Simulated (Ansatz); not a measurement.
**MnS: further runs on the relaxed cell**

An exercise on one series of results from a longer session: the logs are not shown, and one member is left open.

Method: DFT PBEsol, scalar-relativistic, plane waves, PAW, in Ansatz 0.2.0.

1 further run of the same task is left out (set aside as unsound or not needed).

## The starting structure

It takes space group F-43m (No. 216, cubic). The conventional cell has a = 5.464 Å, b = 5.464 Å, c = 5.464 Å, α = 90.00°, β = 90.00°, γ = 90.00°. Around Mn (site symmetry -43m) lie 4 S at 2.37 Å. S (site symmetry -43m) is surrounded by 4 Mn at 2.37 Å.

As a file:

```xyz
2
Lattice="0.0000 2.7319 2.7319 2.7319 0.0000 2.7319 2.7319 2.7319 0.0000" Properties=species:S:1:pos:R:3 pbc="T T T"
Mn    0.0000    0.0000    0.0000
S     1.3660    1.3660    1.3660
```

This cell was relaxed beforehand with the same method: volume 20.39 Å³/atom, gap on the mesh none (metal), site moments up to 3.9 μB.

Set-up of the first run:

Contents of input.yaml:

```yaml
crystal:
  lattice:
    - [0.0, 2.7319313084, 2.7319313084]
    - [2.7319313084, 0.0, 2.7319313084]
    - [2.7319313084, 2.7319313084, 0.0]
  atoms:
    - { symbol: Mn, position: [0.0, 0.0, 0.0], spin: 4.29 }
    - { symbol: S, position: [0.25, 0.25, 0.25] }
basis:
  ecutwfc: 420
kpoints:
  mp_grid: { grid: [14, 14, 14] }
  band_path:
    path:
      - [[0.0, 0.0, 0.0], [-0.5, -0.5, 0.0], [-0.375, -0.375, 0.25]]
      - [[-0.375, 0.0, 0.375], [0.0, 0.0, 0.0], [0.0, 0.0, 0.5], [-0.5, -0.25, 0.25], [-0.5, -0.5, 0.0]]
    npoints: 14
hamiltonian:
  xc: pbesol
scf:
  occupations: { method: gaussian, width: 0.1 }
  n_extra_bands: 6
output:
  forces: true
  stress: true
  eigenvalues: true
  populations: true
  dos: { projected: true, de: 0.02, nscf_kmesh: { grid: [21, 21, 21] } }
  bader: true
  write_density: true
  write_potential: true
  elf: true
  volumetric_format: npy
magnetization:
  spin_polarized: true
checkpoint:
  read: start.run
  write: ck
  compress: false
  write_wavefunctions: false
  write_every: 100000
```

Command:

```sh
ansatz run input.yaml --threads 1 --pin off --max-ram 2560MiB --backend cpu --events-out ev --progress --plain --runs-dir out
```

Among the steps run: Electronic structure at the relaxed geometry; Back to the database's cell; Point at V/V0 = 0.97; Point at V/V0 = 1.03; Point at V/V0 = 0.94; Volume × 1.06; The cell scaled to 0.91 of its volume; The cell scaled to 1.10 of its volume; Point at V/V0 = 0.88.

One of the session's tables, all rows but one given; the rest of the session is left out.

It belongs to the step «Equation of state». 

| volume (Å³/atom) | energy above the lowest point (meV/atom) | pressure (GPa) | largest moment (μB) |
| --- | --- | --- | --- |
| 17.943 | 29.0 | 4.04 | 3.33 |
| 18.555 | 15.5 | 2.94 | 3.50 |
| 19.166 | 6.0 | 1.87 | 3.65 |
| 19.778 | 1.2 | 0.71 | 3.77 |
| 20.390 | 0.0 | -0.02 | 3.90 |
| 21.001 | 1.4 | -0.82 | 4.00 |
| 21.613 | ? | ? | ? |
| 22.429 | 17.5 | -2.97 | 4.18 |

**Question.** Estimate the row for volume (Å³/atom) = 21.613.

Worked estimate for «energy above the lowest point (meV/atom)». A straight line through the neighbours (21.001, 1.4) and (22.429, 17.5) gives 1.4 + (17.5 − 1.4) × (21.613 − 21.001) / (22.429 − 21.001) = 8.3; a parabola fitted to 3 rows on both sides gives 6.1.

**Answer.** energy above the lowest point (meV/atom): 6.2; pressure (GPa): -1.73; largest moment (μB): 4.09. In «energy above the lowest point (meV/atom)» the line misses by +2.1 and the parabola by -0.1.

Caveats from the session: The projections leave out shells that the potentials don't hold, such as empty d states. Without a U such compounds often come out metallic though many are antiferromagnetic insulators. Warnings in the runs' records: stability check not made.
